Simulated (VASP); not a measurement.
# CsSnBr3 (Pm-3m) in VASP: relaxation of cell and atoms with PBE

Aim: the relaxation of cell and atoms of CsSnBr3 with PBE.

All numbers are computed with VASP 6.6.1; they aren't measurements. Logs are shortened: lines on timing, memory, paths and dates and some standing lists are left out, and cuts for length are marked.

## (1) The crystal as given

It takes space group Pm-3m (No. 221, cubic). The conventional cell has a = 5.839 Å, b = 5.839 Å, c = 5.839 Å, α = 90.00°, β = 90.00°, γ = 90.00°. Around Cs (site symmetry m-3m) lie 12 Br at 4.13 Å. Sn (site symmetry m-3m) has 6 Br at 2.92 Å as nearest neighbours. Br (site symmetry 4/mmm) is surrounded by 2 Sn at 2.92 Å.

The cell is a database's computed one.

## (2) Relaxation of cell and atoms, PBE

Contents of INCAR:

```
  ALGO = Fast
  EDIFF = 1E-7
  EDIFFG = -0.004
  ENCUT = 600
  GGA = PE
  IBRION = 2
  ISIF = 3
  ISMEAR = 0
  LASPH = T
  LCHARG = F
  LREAL = F
  LWAVE = F
  NELM = 100
  NSW = 80
  PREC = Accurate
  SIGMA = 0.02
```

Contents of KPOINTS:

```
k-points
0
Gamma
  6 6 6
```

Contents of POSCAR:

```
CsSnBr3
1.0
    5.8390056100      0.0000000000      0.0000000000
    0.0000000000      5.8390056100      0.0000000000
    0.0000000000      0.0000000000      5.8390056100
Cs Sn Br
1 1 3
Direct
    0.0000000000      0.0000000000      0.0000000000
    0.5000000000      0.5000000000      0.5000000000
    0.5000000000      0.0000000000      0.5000000000
    0.5000000000      0.5000000000      0.0000000000
    0.0000000000      0.5000000000      0.5000000000
```

Potentials or basis: VASP PAW PBE potentials, release 64 (Cs_sv, Sn_d, Br).

Launch:

```bash
$ cat potpaw_PBE.64/Cs_sv/POTCAR potpaw_PBE.64/Sn_d/POTCAR potpaw_PBE.64/Br/POTCAR > POTCAR
$ mpirun -np 1 vasp_std > vasp.out
```

OUTCAR:

```text
EDIFF = 1E-7
   EDIFFG = -0.004
   ENCUT = 600
   GGA = PE
   IBRION = 2
   ISIF = 3
   ISMEAR = 0
   LASPH = T
   LREAL = F
   NELM = 100
   NSW = 80
   PREC = Accurate

 ion  position               nearest neighbor table
   1  0.000  0.000  0.000-
   2  0.500  0.500  0.500-   3 2.92   4 2.92   5 2.92   4 2.92   3 2.92   5 2.92
   3  0.500  0.000  0.500-   2 2.92   2 2.92
   4  0.500  0.500  0.000-   2 2.92   2 2.92
   5  0.000  0.500  0.500-   2 2.92   2 2.92

  LATTYP: Found a simple cubic cell.
 ALAT       =     5.8390056100

  Lattice vectors:

 A1 = (   5.8390056100,   0.0000000000,   0.0000000000)
 A2 = (   0.0000000000,   5.8390056100,   0.0000000000)
 A3 = (   0.0000000000,   0.0000000000,   5.8390056100)

Analysis of symmetry for initial positions (statically):
=====================================================================
 Subroutine PRICEL returns:
 Original cell was already a primitive cell.

 Routine SETGRP: Setting up the symmetry group for a
 simple cubic supercell.

 Subroutine GETGRP returns: Found 48 space group operations
 (whereof 48 operations were pure point group operations)
 out of a pool of 48 trial point group operations.

The static configuration has the point symmetry O_h .

Analysis of symmetry for dynamics (positions and initial velocities):
=====================================================================
 Subroutine PRICEL returns:
 Original cell was already a primitive cell.

 Routine SETGRP: Setting up the symmetry group for a
 simple cubic supercell.

 Subroutine GETGRP returns: Found 48 space group operations
 (whereof 48 operations were pure point group operations)
 out of a pool of 48 trial point group operations.

The dynamic configuration has the point symmetry O_h .

 Subroutine INISYM returns: Found 48 space group operations
 (whereof 48 operations are pure point group operations),
 and found     1 'primitive' translations

----------------------------------------------------------------------------------------

                                     Primitive cell

  volume of cell :     199.0750

  direct lattice vectors                    reciprocal lattice vectors
     5.839005610  0.000000000  0.000000000     0.171262038  0.000000000  0.000000000
     0.000000000  5.839005610  0.000000000     0.000000000  0.171262038  0.000000000
     0.000000000  0.000000000  5.839005610     0.000000000  0.000000000  0.171262038

  length of vectors
     5.839005610  5.839005610  5.839005610     0.171262038  0.171262038  0.171262038

  position of ions in fractional coordinates (direct lattice)
     0.000000000  0.000000000  0.000000000
     0.500000000  0.500000000  0.500000000
     0.500000000  0.000000000  0.500000000
     0.500000000  0.500000000  0.000000000
     0.000000000  0.500000000  0.500000000

  ion indices of the primitive-cell ions
   primitive index   ion index
                 1           1
                 2           2
                 3           3
                 4           4
                 5           5

----------------------------------------------------------------------------------------

 KPOINTS: k-points

Automatic generation of k-mesh.
 Grid dimensions read from file:
 generate k-points for:    6    6    6

 Generating k-lattice:

  Cartesian coordinates                     Fractional coordinates (reciprocal lattice)
     0.028543673  0.000000000  0.000000000     0.166666667  0.000000000  0.000000000
     0.000000000  0.028543673  0.000000000     0.000000000  0.166666667  0.000000000
     0.000000000  0.000000000  0.028543673     0.000000000  0.000000000  0.166666667

  Length of vectors
     0.028543673  0.028543673  0.028543673

  Shift w.r.t. Gamma in fractional coordinates (k-lattice)
     0.000000000  0.000000000  0.000000000

 Subroutine IBZKPT returns following result:
 ===========================================

 Found     20 irreducible k-points:

 Following reciprocal coordinates:
            Coordinates               Weight
  0.000000  0.000000  0.000000      1.000000
  0.166667  0.000000  0.000000      6.000000
  0.333333  0.000000  0.000000      6.000000
  0.500000  0.000000  0.000000      3.000000
  0.166667  0.166667  0.000000     12.000000
  0.333333  0.166667  0.000000     24.000000
[... 12 lines left out ...]
  0.500000  0.500000  0.333333      6.000000
  0.500000  0.500000  0.500000      1.000000
   k-points           NKPTS =     20   k-points in BZ     NKDIM =     20   number of bands    NBANDS=     26
   number of dos      NEDOS =    301   number of ions     NIONS =      5
   total plane-waves  NPLWV = 110592
   dimension x,y,z NGX =    48 NGY =   48 NGZ =   48
   dimension x,y,z NGXF=    96 NGYF=   96 NGZF=   96
   ions per type =               1   1   3
   NGX,Y,Z   is equivalent  to a cutoff of  13.67, 13.67, 13.67 a.u.
   NGXF,Y,Z  is equivalent  to a cutoff of  27.33, 27.33, 27.33 a.u.
 SYSTEM =  unknown system
   PREC   = accura    normal or accurate (medium, high low for compatibility)
   ISTART =      0    job   : 0-new  1-cont  2-samecut
   ICHARG =      2    charge: 1-file 2-atom 10-const
   ISPIN  =      1    spin polarized calculation?
   LNONCOLLINEAR =      F non collinear calculations
   LSORBIT =      F    spin-orbit coupling
   LASPH  =      T    aspherical Exc in radial PAW
   ENCUT  =  600.0 eV  44.10 Ry    6.64 a.u.  11.66 11.66 11.66*2*pi/ulx,y,z
   NELM   =    100;   NELMIN=  2; NELMDL= -5     # of ELM steps
   EDIFF  = 0.1E-06   stopping-criterion for ELM
   LREAL  =      F    real-space projection
   EDIFFG = -.4E-02   stopping-criterion for IOM
   NSW    =     80    number of steps for IOM
   IBRION =      2    ionic relax: 0-MD 1-quasi-New 2-CG
   NFREE  =      1    steps in history (QN), initial steepest desc. (CG)
   ISIF   =      3    stress and relaxation
   ISYM   =      2    0-nonsym 1-usesym 2-fastsym
   POTIM  = 0.5000    time-step for ionic-motion
   TEBEG  =    0.0;   TEEND  =   0.0 temperature during run
   PSTRESS=    0.0 pullay stress
   NELECT =      44.0000    total number of electrons
   NUPDOWN=      -1.0000    fix difference up-down
   EMIN   =  10.00;   EMAX   =-10.00  energy-range for DOS
   EFERMI =   0.00;   METHOD = LEGACY
   ISMEAR =     0;   SIGMA  =   0.02  broadening in eV -4-tet -1-fermi 0-gaus
   EFERMI_NEDOS =   21; number of points for ismear=-14 and -15
   IALGO  =     68    algorithm
   IMIX   =      4    mixing-type and parameters
     AMIX     =   0.40;   BMIX     =  1.00
     AMIX_MAG =   1.60;   BMIX_MAG =  1.00
  volume/ion in A,a.u.               =      39.81       268.68
  Fermi-wavevector in a.u.,A,eV,Ry     =   0.989814  1.870477 13.330054  0.979731
  Thomas-Fermi vector in A             =   2.121439
   LORBIT       =      0    0 simple, 1 ext, 2 COOP (PROOUT), +10 PAW based schemes
   GGA     = PE    functional components
   LHFCALC =     F    Hartree Fock is set to
   AEXX    =    0.0000 exact exchange contribution
   IVDW    =     0    specifies the selected vdW correction
   LEPSILON=     F    determine dielectric tensor
   LRPA    =     F    only Hartree local field effects (RPA)
 conjugate gradient relaxation of ions
 non-spin polarized calculation
 RMM-DIIS sequential band-by-band and
 Gauss-broadening in eV      SIGMA  =   0.02
  energy-cutoff  :      600.00
  volume of cell :      199.07
 maximum number of plane-waves:      6704
 NGX is ok and might be reduce to    48
   NGX = 23   NGY = 23   NGZ = 23

--------------------------------------- Ionic step        1  -------------------------------------------

 number of electron      44.0000008 magnetization

 Free energy of the ion-electron system (eV)
  ---------------------------------------------------
  ext. energy  EPLUGINS =         0.00000000
  ---------------------------------------------------
  free energy    TOTEN  =       -15.82405158 eV

  energy without entropy =      -15.82405158  energy(sigma->0) =      -15.82405158

------------------------ aborting loop because EDIFF is reached ----------------------------------------

  FORCE on cell =-STRESS in cart. coord.  units (eV):
  Direction    XX          YY          ZZ          XY          YZ          ZX
  --------------------------------------------------------------------------------------
  -------------------------------------------------------------------------------------
  Total        0.7655190      0.7655190      0.7655190      0.0000000      0.0000000      0.0000000
  in kB        6.1609810      6.1609810      6.1609810      0.0000000      0.0000000      0.0000000
  external PRESSURE =       6.1609810 kB  Pullay stress =       0.0000000 kB

 VOLUME and BASIS-vectors are now :
 -----------------------------------------------------------------------------
  energy-cutoff  :      600.00
  volume of cell :      199.07
      direct lattice vectors                 reciprocal lattice vectors
     5.839005610  0.000000000  0.000000000     0.171262038  0.000000000  0.000000000
     0.000000000  5.839005610  0.000000000     0.000000000  0.171262038  0.000000000
     0.000000000  0.000000000  5.839005610     0.000000000  0.000000000  0.171262038

 POSITION                                       TOTAL-FORCE (eV/Angst)
 -----------------------------------------------------------------------------------
      0.00000      0.00000      0.00000         0.000000      0.000000      0.000000
      2.91950      2.91950      2.91950         0.000000      0.000000      0.000000
      2.91950      0.00000      2.91950         0.000000      0.000000      0.000000
      2.91950      2.91950      0.00000         0.000000      0.000000      0.000000
      0.00000      2.91950      2.91950         0.000000      0.000000      0.000000
 -----------------------------------------------------------------------------------
    total drift:                                0.000000     -0.000000     -0.000000

  FREE ENERGIE OF THE ION-ELECTRON SYSTEM (eV)
  ---------------------------------------------------
  free  energy   TOTEN  =       -15.8240515837 eV
[... 26 lines left out ...]
 POSITION                                       TOTAL-FORCE (eV/Angst)
 -----------------------------------------------------------------------------------
      0.00000      0.00000      0.00000         0.000000     -0.000000      0.000000
      2.94107      2.94107      2.94107        -0.000000      0.000000      0.000000
      2.94107      0.00000      2.94107         0.000000     -0.000000      0.000000
      2.94107      2.94107      0.00000         0.000000     -0.000000      0.000000
      0.00000      2.94107      2.94107         0.000000     -0.000000      0.000000
 -----------------------------------------------------------------------------------
    total drift:                                0.000000     -0.000000     -0.000000

  FREE ENERGIE OF THE ION-ELECTRON SYSTEM (eV)
  ---------------------------------------------------
  free  energy   TOTEN  =       -15.8345534880 eV

  energy  without entropy=      -15.8345534880  energy(sigma->0) =      -15.83455349

--------------------------------------- Ionic step        3  -------------------------------------------

 number of electron      43.9999992 magnetization

 Free energy of the ion-electron system (eV)
  ---------------------------------------------------
  ext. energy  EPLUGINS =         0.00000000
  ---------------------------------------------------
  free energy    TOTEN  =       -15.83528280 eV

  energy without entropy =      -15.83528280  energy(sigma->0) =      -15.83528280

 E-fermi :   1.9439     XC(G=0):  -7.5352

 val. band max:        1.7885501384   @ k =   0.5000   0.5000   0.5000
 cond. band min:       2.4425573854   @ k =   0.5000   0.5000   0.5000
 fundamental gap:      0.6540072470
 Fermi energy:         1.9439155527

 k-point     1 :       0.0000    0.0000    0.0000
  band No.  band energies     occupation
      1     -20.3127      2.00000
      2     -20.2878      2.00000
      3     -20.2878      2.00000
      4     -20.2663      2.00000
      5     -20.2663      2.00000
      6     -20.2663      2.00000
[... 18 lines left out ...]
     25       5.3009      0.00000
     26       5.9472      0.00000

 k-point     2 :       0.1667    0.0000    0.0000
  band No.  band energies     occupation
      1     -20.3125      2.00000
      2     -20.2878      2.00000
      3     -20.2865      2.00000
      4     -20.2664      2.00000
      5     -20.2664      2.00000
      6     -20.2663      2.00000
[... 553 lines left out ...]
 VOLUME and BASIS-vectors are now :
 -----------------------------------------------------------------------------
  energy-cutoff  :      600.00
  volume of cell :      205.12
      direct lattice vectors                 reciprocal lattice vectors
     5.897512413 -0.000000000  0.000000000     0.169563017 -0.000000000 -0.000000000
     0.000000000  5.897512413 -0.000000000     0.000000000  0.169563017 -0.000000000
     0.000000000  0.000000000  5.897512413    -0.000000000  0.000000000  0.169563017

 POSITION                                       TOTAL-FORCE (eV/Angst)
 -----------------------------------------------------------------------------------
      0.00000      0.00000      0.00000         0.000000     -0.000000      0.000000
      2.94876      2.94876      2.94876        -0.000000      0.000000      0.000000
      2.94876      0.00000      2.94876         0.000000     -0.000000      0.000000
      2.94876      2.94876      0.00000         0.000000     -0.000000      0.000000
      0.00000      2.94876      2.94876         0.000000     -0.000000      0.000000
 -----------------------------------------------------------------------------------
    total drift:                                0.000000     -0.000000     -0.000000

  FREE ENERGIE OF THE ION-ELECTRON SYSTEM (eV)
  ---------------------------------------------------
  free  energy   TOTEN  =       -15.8352828021 eV

  energy  without entropy=      -15.8352828021  energy(sigma->0) =      -15.83528280

 reached required accuracy - stopping structural energy minimisation
```

Run time: 2.6 min. Hardware: 1 thread of Intel Xeon 6975P-C (Granite Rapids), shared host; peak memory 0.42 GiB.

What came out:

| Property | Result |
| --- | --- |
| Free energy | -15.8353 eV |
| Relaxed volume | 41.02 Å³/atom |
| Relaxed cell | a = 5.898 Å, b = 5.898 Å, c = 5.898 Å, α = 90.00°, β = 90.00°, γ = 90.00° |
| Space group after relaxing (to 0.05 Å) | Pm-3m (No. 221) |
| Energy gained by relaxing | 2.2 meV/atom |
| Ionic steps | 3 |
| Pressure after relaxing | 0.0 GPa |
| Band gap on the k mesh | 0.65 eV, direct |

The path:
```
step  energy change (eV)  largest force (eV/Å)  pressure (GPa)  volume (Å³)
   1              0.0000                0.0000            0.62       199.07
   2             -0.0105                0.0000            0.15       203.52
   3             -0.0112                0.0000            0.00       205.12
```

Final structure:
```
CELL_PARAMETERS angstrom
5.89751 0.00000 0.00000
0.00000 5.89751 0.00000
0.00000 0.00000 5.89751
ATOMIC_POSITIONS crystal
Cs 0.00000 0.00000 0.00000
Sn 0.50000 0.50000 0.50000
Br 0.50000 0.00000 0.50000
Br 0.50000 0.50000 0.00000
Br 0.00000 0.50000 0.50000
```

Levels at points of the mesh, in eV from the valence-band top:
```
           k point  band 20  band 21  band 22  band 23  band 24  band 25
(0.00, 0.00, 0.00)    -2.65    -2.65    -2.65     2.42     3.51     3.51
(0.50, 0.00, 0.00)    -2.75    -2.75    -1.87     1.59     3.82     4.40
(0.50, 0.50, 0.00)    -3.00    -2.31    -0.91     1.15     1.15     3.98
(0.50, 0.50, 0.50)    -2.29    -2.29     0.00     0.65     0.65     0.65
```

Caveat: spin-orbit coupling is left out, which moves the levels of the heavy elements. A hybrid or GW would open this gap; PBE tends to underestimate it.
